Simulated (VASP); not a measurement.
A run of VASP 6.6.1:

Contents of INCAR:

```
SYSTEM = TiB2
PREC = Accurate
ENCUT = 520
EDIFF = 1E-7
ISMEAR = 0
SIGMA = 0.1
LREAL = .FALSE.
LASPH = .TRUE.
NELM = 120
ALGO = Normal
ISIF = 3
LWAVE = .FALSE.
LCHARG = .FALSE.
GGA = PE
IBRION = 2
NSW = 60
EDIFFG = -0.005
POTIM = 0.3
```

File KPOINTS:

```
Automatic mesh
0
G
  13 13 11
  0 0 0
```

File POSCAR:

```
TiB2                                    
1.0
    3.0323821763     -0.0000000000      0.0000000000
   -1.5161910882      2.6261199955     -0.0000000000
   -0.0000000000     -0.0000000000      3.2253749591
  Ti              B             
     1     2
Direct
     0.0000000000000000    0.0000000000000000    0.0000000000000000
     0.3333333300000021    0.6666666699999979    0.5000000000000000
     0.6666666699999979    0.3333333300000021    0.5000000000000000
```

Potentials or basis: VASP PAW PBE potentials, release 64 (Ti_sv, B).

Command:

```bash
$ cat potpaw_PBE.64/Ti_sv/POTCAR potpaw_PBE.64/B/POTCAR > POTCAR
$ mpirun -np 1 vasp_std > vasp.out
```

Hardware: 1 thread of AMD EPYC 9R45 96-Core Processor (Zen 5), with other jobs on the host.

Question: How long does it take, and how much memory?

Answer: It took 17 s on 1 thread of AMD EPYC 9R45 96-Core Processor (Zen 5), on a shared host, peak memory 0.14 GiB. Counts: scf iterations 14, k points 126, ion steps 1.
